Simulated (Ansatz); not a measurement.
Write the native input for Ansatz 0.2.0 that does the following.

```yaml
Task: band structure
Functional: PBE
Potentials_or_basis: Ansatz PAW polarizable
Cutoff: "420 eV (not typed: the program's choice for these potentials)"
k_mesh: 9 × 9 × 2
Occupations: fermi-dirac, width 0.05 eV
Spin: no spin polarisation
Path: "[[\"G\", \"M\", \"K\", \"G\", \"A\", \"L\", \"H\", \"A\"], [\"L\", \"M\"], [\"K\", \"H\"]]"
Points_for_each_segment_of_the_path: 14
```

The system is Te2Mo.

```
Te Mo
1.0
     3.51820    0.00000    0.00000
    -1.75910    3.04685    0.00000
     0.00000    0.00000   13.97360
Te Mo
4 2
Cartesian
  1.7591 1.0156 5.2960
  0.0000 2.0312 12.2828
  1.7591 1.0156 1.6908
  0.0000 2.0312 8.6776
  1.7591 1.0156 10.4802
  0.0000 2.0312 3.4934
```

These files were run (other wordings do the same):

input.yaml

```yaml
crystal:
  lattice:
    - [3.5182, 0.0, 0.0]
    - [-1.7591, 3.0468505756, 0.0]
    - [0.0, 0.0, 13.9736]
  atoms:
    - { symbol: Te, position: [0.6666666667, 0.3333333333, 0.379] }
    - { symbol: Te, position: [0.3333333333, 0.6666666667, 0.879] }
    - { symbol: Te, position: [0.6666666667, 0.3333333333, 0.121] }
    - { symbol: Te, position: [0.3333333333, 0.6666666667, 0.621] }
    - { symbol: Mo, position: [0.6666666667, 0.3333333333, 0.75] }
    - { symbol: Mo, position: [0.3333333333, 0.6666666667, 0.25] }
hamiltonian:
  xc: pbe
  pseudopotentials: { kind: paw, partial_waves: polarizable }
kpoints:
  mp_grid: { grid: [9, 9, 2] }
  band_path:
    path:
      - [[0.0, 0.0, 0.0], [0.5, 0.0, 0.0], [0.3333333333, 0.3333333333, 0.0], [0.0, 0.0, 0.0], [0.0, 0.0, 0.5], [0.5, 0.0, 0.5], [0.3333333333, 0.3333333333, 0.5], [0.0, 0.0, 0.5]]
      - [[0.5, 0.0, 0.5], [0.5, 0.0, 0.0]]
      - [[0.3333333333, 0.3333333333, 0.0], [0.3333333333, 0.3333333333, 0.5]]
    npoints: 14
scf:
  occupations: { method: fermi_dirac, width: 0.05 }
  n_extra_bands: 15
output:
  forces: true
  stress: true
  eigenvalues: true
  fatbands: false
```

Potentials or basis: Ansatz PAW polarizable.

Launch:

```sh
$ ansatz run input.yaml --threads 2 --pin off --max-ram 5120MiB --backend cpu --events-out ev --progress --plain --runs-dir out
```

It gave:

```json
{"Pressure": "2.9 GPa", "Largest force": "0.175 eV/Å", "Band gap on the k mesh": "0.78 eV, indirect (least direct gap 1.04 eV)", "Band gap along the path": "0.71 eV, indirect (least direct gap 1.04 eV)"}
```

Caveat: the k mesh misses the band edges, so the gap on the mesh is wider than the one along the path; spin-orbit coupling is left out, which moves the levels of the heavy elements; this functional lacks dispersion, which binds the layers, so the pressure and a relaxed spacing across them are unreliable.

Run time: 20 s on 2 threads of Arm Neoverse V2, on a shared host, peak memory 0.81 GiB.
